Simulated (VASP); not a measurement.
# CdSe (P6_3mc) in VASP: further runs

The runs below take CdSe through single point, relaxation of cell and atoms, with PBE, r2SCAN.

Everything below comes from runs of VASP 6.6.1. Logs are shortened: lines on timing, memory, paths and dates and some standing lists are left out, and cuts for length are marked.

**Experimental background.**

A printed reference work, data compilation reports, for a bulk crystal of CdSe at 2 K: band gap 1.841 eV.

The runs below are set against these values where they give the same quantity.

### Step 1. The cell of the first run

It takes space group P6_3mc (No. 186, hexagonal). Conventional cell: a = 4.386 Å, b = 4.386 Å, c = 7.157 Å, α = 90.00°, β = 90.00°, γ = 120.00°. Cd (site symmetry 3m) has 4 Se at 2.68 to 2.69 Å within 3.5 Å. Se (site symmetry 3m) has 4 Cd at 2.68 to 2.69 Å within 3.5 Å.

### Step 2. Single point, PBE

INCAR

```
SYSTEM = CdSe
ALGO = Normal
EDIFF = 1E-6
ENCUT = 520
GGA = PE
ISIF = 2
ISMEAR = 0
LASPH = .TRUE.
LCHARG = .FALSE.
LREAL = .FALSE.
LWAVE = .FALSE.
NBANDS = 26
NELM = 60
PREC = Accurate
SIGMA = 0.05
```

KPOINTS

```
k-points
0
G
  6 6 4
  0 0 0
```

POSCAR

```
CdSe
1.0
    4.3856134114      0.0000000000      0.0000000000
   -2.1928067057      3.7980526255      0.0000000000
    0.0000000000      0.0000000000      7.1571808672
Cd Se
2 2
Direct
    0.6666666667      0.3333333333     -0.0003349498
    0.3333333333      0.6666666667      0.4996650502
    0.6666666667      0.3333333333      0.3753349498
    0.3333333333      0.6666666667      0.8753349498
```

Potentials or basis: VASP PAW PBE potentials, release 64 (Cd, Se).

On the command line:

```console
$ cat potpaw_PBE.64/Cd/POTCAR potpaw_PBE.64/Se/POTCAR > POTCAR
$ mpirun -np 1 vasp_std > vasp.out
```

OUTCAR:

```text
SYSTEM = CdSe
   EDIFF = 1E-6
   ENCUT = 520
   GGA = PE
   ISIF = 2
   ISMEAR = 0
   LASPH = .TRUE.
   LREAL = .FALSE.
   NELM = 60
   PREC = Accurate

 ion  position               nearest neighbor table
   1  0.667  0.333  1.000-   4 2.68   4 2.68   4 2.68   3 2.69
   2  0.333  0.667  0.500-   3 2.68   3 2.68   3 2.68   4 2.69
   3  0.667  0.333  0.375-   2 2.68   2 2.68   2 2.68   1 2.69
   4  0.333  0.667  0.875-   1 2.68   1 2.68   1 2.68   2 2.69

  LATTYP: Found a hexagonal cell.
 ALAT       =     4.3856134114
 C/A-ratio  =     1.6319680272

  Lattice vectors:

 A1 = (   4.3856134114,   0.0000000000,   0.0000000000)
 A2 = (  -2.1928067057,   3.7980526255,   0.0000000000)
 A3 = (   0.0000000000,   0.0000000000,   7.1571808672)

Analysis of symmetry for initial positions (statically):
=====================================================================
 Subroutine PRICEL returns:
 Original cell was already a primitive cell.

 Routine SETGRP: Setting up the symmetry group for a
 hexagonal supercell.

 Subroutine GETGRP returns: Found 12 space group operations
 (whereof  6 operations were pure point group operations)
 out of a pool of 24 trial point group operations.

The static configuration has the point symmetry C_3v.
 The point group associated with its full space group is C_6v.

Analysis of symmetry for dynamics (positions and initial velocities):
=====================================================================
 Subroutine PRICEL returns:
 Original cell was already a primitive cell.

 Routine SETGRP: Setting up the symmetry group for a
 hexagonal supercell.

 Subroutine GETGRP returns: Found 12 space group operations
 (whereof  6 operations were pure point group operations)
 out of a pool of 24 trial point group operations.

The dynamic configuration has the point symmetry C_3v.
 The point group associated with its full space group is C_6v.

 Subroutine INISYM returns: Found 12 space group operations
 (whereof  6 operations are pure point group operations),
 and found     1 'primitive' translations

----------------------------------------------------------------------------------------

                                     Primitive cell

  volume of cell :     119.2157

  direct lattice vectors                    reciprocal lattice vectors
     4.385613411  0.000000000  0.000000000     0.228018274  0.131646412  0.000000000
    -2.192806706  3.798052626  0.000000000     0.000000000  0.263292824  0.000000000
     0.000000000  0.000000000  7.157180867     0.000000000  0.000000000  0.139719817

  length of vectors
     4.385613411  4.385613411  7.157180867     0.263292824  0.263292824  0.139719817

  position of ions in fractional coordinates (direct lattice)
     0.666666667  0.333333333  0.999665050
     0.333333333  0.666666667  0.499665050
     0.666666667  0.333333333  0.375334950
     0.333333333  0.666666667  0.875334950

  ion indices of the primitive-cell ions
   primitive index   ion index
                 1           1
                 2           2
                 3           3
                 4           4

----------------------------------------------------------------------------------------

 KPOINTS: k-points

Automatic generation of k-mesh.
 Grid dimensions read from file:
 generate k-points for:    6    6    4

 Generating k-lattice:

  Cartesian coordinates                     Fractional coordinates (reciprocal lattice)
     0.038003046  0.021941069  0.000000000     0.166666667 -0.000000000  0.000000000
     0.000000000  0.043882137  0.000000000     0.000000000  0.166666667  0.000000000
     0.000000000  0.000000000  0.034929954     0.000000000  0.000000000  0.250000000

  Length of vectors
     0.043882137  0.043882137  0.034929954

  Shift w.r.t. Gamma in fractional coordinates (k-lattice)
     0.000000000  0.000000000  0.000000000

 Subroutine IBZKPT returns following result:
 ===========================================

 Found     21 irreducible k-points:

 Following reciprocal coordinates:
            Coordinates               Weight
  0.000000  0.000000  0.000000      1.000000
  0.166667  0.000000  0.000000      6.000000
  0.333333  0.000000  0.000000      6.000000
  0.500000 -0.000000  0.000000      3.000000
  0.166667  0.166667  0.000000      6.000000
  0.333333  0.166667  0.000000     12.000000
[... 13 lines left out ...]
  0.333333  0.166667  0.500000     12.000000
  0.333333  0.333333  0.500000      2.000000
   k-points           NKPTS =     21   k-points in BZ     NKDIM =     21   number of bands    NBANDS=     26
   number of dos      NEDOS =    301   number of ions     NIONS =      4
   total plane-waves  NPLWV =  69984
   dimension x,y,z NGX =    36 NGY =   36 NGZ =   54
   dimension x,y,z NGXF=    72 NGYF=   72 NGZF=  108
   ions per type =               2   2
   NGX,Y,Z   is equivalent  to a cutoff of  13.65, 13.65, 12.54 a.u.
   NGXF,Y,Z  is equivalent  to a cutoff of  27.29, 27.29, 25.09 a.u.
 SYSTEM =  CdSe
   PREC   = accura    normal or accurate (medium, high low for compatibility)
   ISTART =      0    job   : 0-new  1-cont  2-samecut
   ICHARG =      2    charge: 1-file 2-atom 10-const
   ISPIN  =      1    spin polarized calculation?
   LNONCOLLINEAR =      F non collinear calculations
   LSORBIT =      F    spin-orbit coupling
   LASPH  =      T    aspherical Exc in radial PAW
   ENCUT  =  520.0 eV  38.22 Ry    6.18 a.u.   8.15  8.15 13.31*2*pi/ulx,y,z
   NELM   =     60;   NELMIN=  2; NELMDL= -5     # of ELM steps
   EDIFF  = 0.1E-05   stopping-criterion for ELM
   LREAL  =      F    real-space projection
[... 7 lines left out ...]
   TEBEG  =    0.0;   TEEND  =   0.0 temperature during run
   PSTRESS=    0.0 pullay stress
   NELECT =      36.0000    total number of electrons
   NUPDOWN=      -1.0000    fix difference up-down
   EMIN   =  10.00;   EMAX   =-10.00  energy-range for DOS
   EFERMI =   0.00;   METHOD = LEGACY
   ISMEAR =     0;   SIGMA  =   0.05  broadening in eV -4-tet -1-fermi 0-gaus
   EFERMI_NEDOS =   21; number of points for ismear=-14 and -15
   IALGO  =     38    algorithm
   IMIX   =      4    mixing-type and parameters
     AMIX     =   0.40;   BMIX     =  1.00
     AMIX_MAG =   1.60;   BMIX_MAG =  1.00
  volume/ion in A,a.u.               =      29.80       201.13
  Fermi-wavevector in a.u.,A,eV,Ry     =   1.098326  2.075535 16.412977  1.206320
  Thomas-Fermi vector in A             =   2.234701
   LORBIT       =      0    0 simple, 1 ext, 2 COOP (PROOUT), +10 PAW based schemes
   GGA     = PE    functional components
   LHFCALC =     F    Hartree Fock is set to
   AEXX    =    0.0000 exact exchange contribution
   IVDW    =     0    specifies the selected vdW correction
   LEPSILON=     F    determine dielectric tensor
   LRPA    =     F    only Hartree local field effects (RPA)
 non-spin polarized calculation
 Gauss-broadening in eV      SIGMA  =   0.05
  energy-cutoff  :      520.00
  volume of cell :      119.22
 maximum number of plane-waves:      3240
 NGX is ok and might be reduce to    36
   NGX = 17   NGY = 17   NGZ = 27

 number of electron      36.0000014 magnetization

 Free energy of the ion-electron system (eV)
  ---------------------------------------------------
  ext. energy  EPLUGINS =         0.00000000
  ---------------------------------------------------
  free energy    TOTEN  =       -10.99111278 eV

  energy without entropy =      -10.99111278  energy(sigma->0) =      -10.99111278

 E-fermi :   0.7620     XC(G=0):  -8.6183

 val. band max:        0.5062691725   @ k =   0.0000   0.0000   0.0000
 cond. band min:       1.0425447119   @ k =   0.0000   0.0000   0.0000
 fundamental gap:      0.5362755394
 Fermi energy:         0.7619806383

 k-point     1 :       0.0000    0.0000    0.0000
  band No.  band energies     occupation
      1     -11.7862      2.00000
      2     -11.4581      2.00000
      3      -7.2490      2.00000
      4      -7.2428      2.00000
      5      -7.2428      2.00000
      6      -7.1852      2.00000
[... 18 lines left out ...]
     25       7.4589      0.00000
     26       7.9993      0.00000

 k-point     2 :       0.1667    0.0000    0.0000
  band No.  band energies     occupation
      1     -11.7142      2.00000
      2     -11.4260      2.00000
      3      -7.2270      2.00000
      4      -7.2185      2.00000
      5      -7.1829      2.00000
      6      -7.1515      2.00000
[... 18 lines left out ...]
     25       7.6395      0.00000
     26       8.0417      0.00000

 k-point     3 :       0.3333    0.0000    0.0000
  band No.  band energies     occupation
      1     -11.5576      2.00000
      2     -11.3717      2.00000
      3      -7.1891      2.00000
      4      -7.1801      2.00000
      5      -7.0894      2.00000
      6      -7.0837      2.00000
[... 18 lines left out ...]
     25       8.2756      0.00000
     26       8.5174      0.00000

 k-point     4 :       0.5000   -0.0000    0.0000
  band No.  band energies     occupation
      1     -11.4637      2.00000
      2     -11.3591      2.00000
      3      -7.1757      2.00000
      4      -7.1675      2.00000
      5      -7.0524      2.00000
      6      -7.0383      2.00000
[... 18 lines left out ...]
     25       8.3015      0.00000
     26       9.9525      0.00000
[... 409 lines left out ...]
      1     -11.4873      2.00000
      2     -11.4873      2.00000
      3      -7.1594      2.00000
      4      -7.1594      2.00000
      5      -7.1410      2.00000
      6      -7.1410      2.00000
[... 18 lines left out ...]
     25       7.9261      0.00000
     26       7.9261      0.00000

 k-point    20 :       0.3333    0.1667    0.5000
  band No.  band energies     occupation
      1     -11.4065      2.00000
      2     -11.4065      2.00000
      3      -7.1363      2.00000
      4      -7.1363      2.00000
      5      -7.1119      2.00000
      6      -7.1119      2.00000
[... 18 lines left out ...]
     25       8.3561      0.00000
     26       8.3561      0.00000

 k-point    21 :       0.3333    0.3333    0.5000
  band No.  band energies     occupation
      1     -11.3802      2.00000
      2     -11.3802      2.00000
      3      -7.1186      2.00000
      4      -7.1186      2.00000
      5      -7.1105      2.00000
      6      -7.1105      2.00000
[... 18 lines left out ...]
     25       9.0892      0.00000
     26       9.0892      0.00000

------------------------ aborting loop because EDIFF is reached ----------------------------------------

  FORCE on cell =-STRESS in cart. coord.  units (eV):
  Direction    XX          YY          ZZ          XY          YZ          ZX
  --------------------------------------------------------------------------------------
  -------------------------------------------------------------------------------------
  Total        0.1284682      0.1284682      0.1332470      0.0000000      0.0000000      0.0000000
  in kB        1.7265257      1.7265257      1.7907488      0.0000000      0.0000000      0.0000000
  external PRESSURE =       1.7479334 kB  Pullay stress =       0.0000000 kB

 VOLUME and BASIS-vectors are now :
 -----------------------------------------------------------------------------
  energy-cutoff  :      520.00
  volume of cell :      119.22
      direct lattice vectors                 reciprocal lattice vectors
     4.385613411  0.000000000  0.000000000     0.228018274  0.131646412  0.000000000
    -2.192806706  3.798052626  0.000000000     0.000000000  0.263292824  0.000000000
     0.000000000  0.000000000  7.157180867     0.000000000  0.000000000  0.139719817

 POSITION                                       TOTAL-FORCE (eV/Angst)
 -----------------------------------------------------------------------------------
      2.19281      1.26602      7.15478        -0.000000      0.000000     -0.001868
     -0.00000      2.53204      3.57619         0.000000     -0.000000     -0.001868
      2.19281      1.26602      2.68634        -0.000000     -0.000000      0.001868
     -0.00000      2.53204      6.26493         0.000000      0.000000      0.001868
 -----------------------------------------------------------------------------------
    total drift:                               -0.000000     -0.000000      0.000383

  FREE ENERGIE OF THE ION-ELECTRON SYSTEM (eV)
  ---------------------------------------------------
  free  energy   TOTEN  =       -10.9911127819 eV

  energy  without entropy=      -10.9911127819  energy(sigma->0) =      -10.99111278
```

Run time: 56 s. Hardware: 1 thread of Intel Xeon Platinum 8375C at 2.90GHz (Ice Lake), shared host; peak memory 0.26 GiB.

Results:

- Free energy: -10.9911 eV
- Pressure: 0.2 GPa
- Band gap on the k mesh: 0.54 eV

(Part 1 of 2 ends here.)
